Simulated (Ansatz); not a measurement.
A nudged elastic band was laid between two geometries of a periodic cell of 17 atoms, Si16H (host Si, host structure diamond, interstitial H).

Level of theory: DFT PBE, scalar-relativistic, plane waves, PAW (Ansatz 0.2.0). Settings: cutoff 420 eV, k mesh 2x2x2, gaussian smearing 0.02 eV, spin collinear.

```yaml
movable_images: 5
climbing_image: yes
spring: 5.0 eV/Å²
optimiser: quadratic models (default)
start_path: straight line
force_threshold: 0.03 eV/Å
iteration_limit: 60
end_points: relaxed
```

First end point:

```xyz
17
Lattice="0.0000 5.4300 5.4300 5.4300 0.0000 5.4300 5.4300 5.4300 0.0000" Properties=species:S:1:pos:R:3
Si -0.044 -0.003 0.044
Si 1.321 1.337 1.397
Si 2.689 2.693 0.055
Si 4.033 4.069 1.398
Si 2.662 -0.028 2.769
Si 4.034 1.337 4.110
Si 5.376 2.693 2.742
Si 6.748 4.025 4.113
Si -0.018 2.692 2.778
Si 1.317 4.073 4.112
Si 2.679 5.428 2.751
Si 4.031 6.767 4.117
Si 2.652 2.692 5.448
Si 4.032 4.057 6.828
Si 5.403 5.402 5.457
Si 6.744 6.767 6.829
H 9.463 7.792 6.829
```

Last end point:

```xyz
17
Lattice="0.0000 5.4300 5.4300 5.4300 0.0000 5.4300 5.4300 5.4300 0.0000" Properties=species:S:1:pos:R:3
Si -0.022 -0.061 0.024
Si 1.351 1.316 1.399
Si 2.694 2.686 0.028
Si 4.056 4.028 1.403
Si 2.694 -0.056 2.770
Si 4.055 1.319 4.112
Si 5.412 2.659 2.744
Si 6.745 4.030 4.114
Si -0.021 2.691 2.775
Si 1.354 4.030 4.114
Si 2.713 5.390 2.755
Si 4.056 6.742 4.116
Si 2.712 2.670 5.474
Si 4.055 4.032 6.825
Si 5.412 5.401 5.485
Si 6.788 6.745 6.829
H 10.507 6.752 6.818
```

Which bonds break or form, and what moves?

The atom that moves furthest is H17, by 1.47 Å; four of its nearest neighbours are Si14 1.69, Si9 1.98, Si13 1.98, Si12 2.90 Å at the first end and Si2 1.70, Si1 1.97, Si9 1.98, Si6 2.89 Å at the last.

Give the energies along the band, and the barrier.

The run converged. The highest image is number 2 of 0 to 6, 0.110 eV above the ends, which have the same energy within 2 meV. The profile has 2 maxima (images 2, 4) with wells between them (image 3): this band takes more than one step, which may be the mechanism or a detour left from its start path. By the program's own check the climbing image is of a kind that is not told: the force calls were inconclusive, a negative curvature could not be distinguished from the path's own, the only one lies far off the path, or fixed occupations may fill a level only in part (lowest curvatures found: -6.77 and 0.28 eV/Å²). Limits of this set-up: coarse k mesh, a small cell, in which the defect meets its images.

```json
{"image": "0", "path coordinate (Å)": "0.00", "energy (eV)": "0.000"}
{"image": "1", "path coordinate (Å)": "0.32", "energy (eV)": "0.025"}
{"image": "2", "path coordinate (Å)": "0.64", "energy (eV)": "0.110"}
{"image": "3", "path coordinate (Å)": "1.04", "energy (eV)": "0.042"}
{"image": "4", "path coordinate (Å)": "1.44", "energy (eV)": "0.079"}
{"image": "5", "path coordinate (Å)": "1.83", "energy (eV)": "0.035"}
{"image": "6", "path coordinate (Å)": "2.22", "energy (eV)": "0.000"}
```

What is the geometry of the highest image?


```xyz
17
Lattice="0.0000 5.4300 5.4300 5.4300 0.0000 5.4300 5.4300 5.4300 0.0000" Properties=species:S:1:pos:R:3:forces:R:3
Si -0.046 -0.036 0.042 0.00 0.00 0.00
Si 1.350 1.277 1.399 0.00 0.00 0.00
Si 2.691 2.661 0.055 0.00 0.00 0.00
Si 4.033 4.037 1.406 0.00 0.00 0.00
Si 2.664 -0.029 2.807 0.00 0.00 0.00
Si 4.041 1.337 4.132 0.00 0.00 0.00
Si 5.390 2.684 2.760 0.00 0.00 0.00
Si 6.744 4.017 4.143 0.00 0.00 0.00
Si -0.061 2.635 2.729 0.01 0.00 0.02
Si 1.299 4.036 4.104 0.00 0.00 -0.01
Si 2.665 5.387 2.753 0.00 0.00 0.00
Si 4.021 6.730 4.114 0.00 0.00 0.00
Si 2.659 2.686 5.461 0.00 0.00 0.00
Si 3.985 4.074 6.838 0.00 0.00 0.00
Si 5.391 5.395 5.482 0.00 0.00 0.00
Si 6.747 6.759 6.836 0.00 0.00 0.00
H 10.029 7.670 6.720 0.00 0.00 -0.01
```

Time of the run: 3.4 min on 2 threads of AMD EPYC 9R14 (Zen 4), on a shared host, peak memory 1.6 GiB.
